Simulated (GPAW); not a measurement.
Runs of GPAW 26.7.0 on Ru. It takes space group P6_3/mmc (No. 194, hexagonal). Conventional cell: a = 2.706 Å, b = 2.706 Å, c = 4.282 Å, α = 90.00°, β = 90.00°, γ = 120.00°. Ru (site symmetry -6m2) is surrounded by 12 Ru at 2.65 to 2.71 Å. 

| task | level | potentials or basis | spin | cell | band path | band points | spin axis theta (degrees) | spin axis phi (degrees) | soc after scf | gap on the mesh (eV) | pressure (GPa) | V0 of scaled cells (Å³/atom) | relaxed volume (Å³/atom) | B0 (GPa) |
| --- | --- | --- | --- | --- | --- | --- | --- | --- | --- | --- | --- | --- | --- | --- |
| band structure | SOGGA | PAW data sets generated in the run's folder for this functional, pw | SOC, no magnetisation | as given | GMKGALHA,LM,KH | 100 | 90 | 0 | second variation | - | (b) | - | - | - |
| relaxation of cell and atoms | OLYP | PAW data sets generated in the run's folder for this functional, pw | off | relaxed | - | - | - | - | - | none | 0.1 | - | 13.48 | - |
| equation of state | LDA | JTH PAW 2.0, LDA, pw | off | as given | - | - | - | - | - | - | - | 13.06 | - | 365 |
| equation of state | C09-vdW | GPAW PAW data sets (gpaw-data 1.2.1), pw | off | as given | - | - | - | - | - | - | - | 13.56 | - | 327 |
| relaxation of cell and atoms | PBEsol+D3(BJ) | PAW data sets generated in the run's folder for this functional, pw | off | relaxed | - | - | - | - | - | none | 0.4 | - | 12.98 | - |
| equation of state | LDA | PAW data sets generated in the run's folder for this functional, pw | off | as given | - | - | - | - | - | - | - | 13.01 | - | 363 |
| equation of state | LDA | the program's PAW data sets (release 1.2.1) made for this functional, other valence, pw | off | as given | - | - | - | - | - | - | - | 13.47 | - | (a) |

Alike in all rows: k mesh 8 × 8 × 5; cutoff (eV) 600; smearing fermi-dirac 0.05 eV.

**Question.** Estimate the missing entries.

**Answer.** (a) 367; (b) -7.8.

Caveats: the cell was scaled at fixed shape and fractional positions, which overstates the stiffness of a crystal with free parameters, most of all of layers and chains (some runs); later steps reuse the first step's grids (some runs); spin-orbit coupling was added after a scalar SCF, so levels and gaps hold it while energy, forces, pressure and moments don't (some runs); this program's spin-orbit splittings come out too wide for heavy elements (some runs); the program truncates these outside data sets (some runs); the PAW data sets were made with another functional, which shifts forces and pressure a little (some runs); pairwise dispersion overbinds metals, which lowers pressure and volume (some runs).

A k mesh can miss the band edges, and rows without SOC leave out spin-orbit coupling on Ru.

A gap of «none» marks a metal or a gap under the smearing width.

Runs at the PBE level aren't shown here.
